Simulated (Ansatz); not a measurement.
# Zone-centre modes in TiSi2

Computed with DFT PBE, scalar-relativistic, plane waves, PAW in Ansatz 0.2.0. Settings: plane waves to 420 eV, k-mesh 14×14×14 (Γ-centred), Gaussian smearing 0.15 eV. No spin polarisation.

The undisturbed cell (relaxed at this level):

```xyz
6
Lattice="0.0000 4.1352 4.2796 2.4039 0.0000 4.2796 2.4039 4.1352 0.0000" Properties=species:S:1:pos:R:3 pbc="T T T"
Ti    3.6058    6.2028    6.4194
Ti    2.4039    4.1352    4.2796
Si    1.2019    0.7181    2.1398
Si    1.2019    3.4171    2.1398
Si    2.4039    1.3495    4.2796
Si    2.4039    6.9208    4.2796
```

Harmonic modes by finite displacements of 0.02 Å, without the LO–TO term.

At this geometry, is the structure stable against these modes?

Yes: no mode is imaginary beyond 10 cm⁻¹, and only the three translations lie near zero.

List the wavenumbers in cm⁻¹.

0, 0, 0, 183, 192, 207, 230, 242, 255, 256, 275, 292, 307, 332, 366, 379, 401, 427.

Cost: 1 run of about 27 core-minutes, on Intel Xeon Processor @ 2.70GHz (shared hosts).